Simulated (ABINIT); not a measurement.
A calculation with ABINIT 10.8.3 (patched build) of CuAu (ASE script, Cartesian positions):

Contents of run.py:

```python
import json, os
import numpy as np
from ase.units import GPa
from ase.calculators.abinit import Abinit, AbinitProfile
from ase.io import read

atoms = read('CuAu.xyz')

profile = AbinitProfile(command='abinit', pp_paths=[os.path.abspath('pseudos')])
params = dict(
    pps='pawxml', xc='PBE',
    ecut=707.496,
    pawecutdg=1306.1465,
    pawxcdev=0,
    kptopt=1,
    ngkpt=[11, 11, 11],
    nshiftk=1,
    shiftk=[0.0, 0.0, 0.0],
    ixc=11,
    nband=19,
    occopt=3,
    tsmear=0.05,
    nstep=100,
    tolvrs=1e-09,
    prtwf=0,
    prtden=0,
)

atoms.calc = Abinit(profile=profile, directory='run', **params)
energy = atoms.get_potential_energy()
forces = atoms.get_forces()
stress = atoms.get_stress()
print(f'energy {energy:.6f} eV')
print('forces (eV/A)')
print(np.round(forces, 5))
print('stress (GPa, Voigt, tension positive)', np.round(stress / GPa, 4))
json.dump(dict(energy=energy, forces=forces.tolist(), stress=stress.tolist(), cell=atoms.cell.tolist(), frac=atoms.get_scaled_positions(wrap=False).tolist()), open('results.json', 'w'))
```

Contents of CuAu.xyz:

```xyz
2
Lattice="1.4430568479 0.8331492596 4.2561707609 -1.4430568479 0.8331492596 4.2561707609 0.0000000000 -1.6662985192 4.2561707609" Properties=species:S:1:pos:R:3 pbc="T T T"
Au     0.0000000000      0.0000000000      0.0000000000
Cu     0.0000000000      0.0000000000      6.3842561414
```

Potentials or basis: JTH PAW PBE v2.0.

Run with:

```sh
$ python run.py
```

The cell comes from a database or a generator and needn't be the stable form of this composition.

Write the same calculation in another form: native input, structure from a POSCAR.

As run:

run.abi

```
# Pseudopotentials
pp_dirpath "./"
pseudos "Au.GGA_PBE-JTH.xml, Cu.GGA_PBE-JTH.xml"

# Structure
structure "poscar:POSCAR"
natom 2

# Plane-wave basis
ecut 26.0
pawecutdg 48.0
pawxcdev 0

# k points
kptopt 1
ngkpt 11 11 11
nshiftk 1
shiftk 0.0 0.0 0.0

# Exchange and correlation
ixc 11

# Bands and occupations
nband 19
occopt 3
tsmear 0.00183747

# SCF cycle
nstep 100
tolvrs 1.0e-9

# Output
iomode 3
prtwf 0
prteig 0
prtebands 0
enunit 1
prtden 1
prtvha 1
prtvclmb 1
prtpot 1
```

The input POSCAR:

```
CuAu
1.0
    1.4430568479      0.8331492596      4.2561707609
   -1.4430568479      0.8331492596      4.2561707609
    0.0000000000     -1.6662985192      4.2561707609
Au Cu
1 1
Direct
    0.0000000000      0.0000000000      0.0000000000  Au
    0.5000000000      0.5000000000      0.5000000000  Cu
```

Potentials or basis: JTH PAW PBE v2.0.

The run is started by

```sh
$ abinit run.abi > log 2>&1
```

Both were run:

|  | ASE script, Cartesian positions | native input, structure from a POSCAR |
| --- | --- | --- |
| Pressure | -0.2 GPa | -0.2 GPa |
| Band gap on the k mesh | none (metal or under the smearing width) | none (metal or under the smearing width) |
| Valence electrons inside the program's atomic spheres | Au 9.52; Cu 17.31 | Au 9.52; Cu 17.31 |

Keys that steer only the numerical path or the files written may differ.
